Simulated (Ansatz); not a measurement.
This is a single-point calculation with the PAW code Ansatz on a 3-atom cell of HfO2 started from a crystallographic database; the level of theory is HSE06+SOC. Cell and atoms come from a relaxation with r2SCAN.

```yaml
crystal:
  lattice:
    - [0.0, 2.5291823175, 2.5291823175]
    - [2.5291823175, 0.0, 2.5291823175]
    - [2.5291823175, 2.5291823175, 0.0]
  atoms:
    - { symbol: Hf, position: [0.0, 0.0, 0.0] }
    - { symbol: O, position: [0.25, 0.25, 0.25] }
    - { symbol: O, position: [0.75, 0.75, 0.75] }
kpoints:
  mp_grid: { grid: [6, 6, 6] }
  band_path:
    path:
      - [0.0, 0.0, 0.0]
      - [0.5, 0.0, 0.5]
      - [0.625, 0.25, 0.625]
      - [0.375, 0.375, 0.75]
      - [0.5, 0.5, 0.5]
      - [0.5, 0.25, 0.75]
      - [0.0, 0.5, 0.5]
    npoints: 1
hamiltonian:
  xc: hse06
scf:
  occupations: { method: fixed }
  n_extra_bands: 8
magnetization:
  noncollinear: true
  spin_orbit: true
output:
  eigenvalues: true
```

Some lines of the output have been replaced by numbered gaps.
```
scf.n_extra_bands = 8 over 38 filled bands (N_el = 38.0): the run solves 46 bands
Pseudopotential: Hf, paw_fr, valence charge 26, recommended cutoff 420 eV (normal)
Pseudopotential: O, paw_fr, valence charge 6, recommended cutoff 420 eV (normal)
Functional definition: HSE06
Crystal: 3 atoms, lattice volume = 32.357 Å³
Basis set: ecut = 420 eV, 609 PW (Γ)
Symmetry: 48 space group operations + 48 with time reversal
Magnetic group: BNS 225.117 (UNI 1619)
k-points: 16 of 216
Projection manifold: j_resolved (fully-relativistic pseudo-atomic orbitals)
Exchange kernel: α = 0.2500, screened, ω = 0.2079 Å⁻¹, Wigner–Seitz truncation, v(0) = 1045.6208 eV·Å³, q-mesh 6×6×6
hybrid outer 1: dexx = +2.003e-2 eV, tail = 1.12e-3 eV
hybrid outer 2: dexx = +3.071e-6 eV, tail = 1.90e-7 eV, Δε = 6.13e-3 eV
NSCF: frozen V_eff on 7 k-points
hybrid SCF converged: 2 outer / 10 inner (+5 warm-up)
Free energy (F): -16863.602726 eV
[1]
--- Band table (eV; the first three rows and the last of 16) ---
[2]
```

The rows of the band table are 0: (0, 0, 0) = Γ, 1: (0, 0, 1/6), 2: (0, 0, 1/3), 15: (1/6, -1/2, -1/3).

Task: Fill in the blanks. They hold the Fermi energy and the band table.

Result:
```
[1]
Fermi energy:    15.156372 eV
[2]
  k-point 0: bands = […, 9.3245, 9.3245, 14.3422, 14.3422, 14.5412, 14.5412, 14.5412, 14.5412, 20.7391, 20.7391, 20.7391, 20.7391, 22.5969, 22.5969, …]
  k-point 1: bands = […, 10.0980, 10.0980, 13.6693, 13.6693, 13.9644, 13.9644, 14.0842, 14.0842, 21.1647, 21.1647, 21.2331, 21.2331, 23.5461, 23.5461, …]
  k-point 2: bands = […, 11.5421, 11.5421, 12.4052, 12.4052, 13.2452, 13.2452, 13.4549, 13.4549, 21.4933, 21.4933, 21.6934, 21.6934, 23.7361, 23.7361, …]
  k-point 15: bands = […, 11.8338, 11.8338, 12.8887, 12.8887, 13.5879, 13.5879, 14.9889, 14.9889, 21.2840, 21.2840, 22.3386, 22.3386, 23.8373, 23.8373, …]
```
The trailing digits, and the zero of the energies, depend on the potentials and thresholds.

The HSE06+SOC gap is direct at X: 5.41 eV. The gap is the least over the mesh and the extra points.

Command: `ansatz run input.yaml --threads 2 --pin off --max-ram 2211MiB --backend cpu --events-out ev --progress --plain --runs-dir out`. It took 10 min on 2 threads of Arm Neoverse N1 (shared host); peak host memory 1.8 GiB.

No magnetic order and no zero-point or thermal motion.

The meshes of the hybrids are coarse, so their gaps aren't converged to the digits shown.
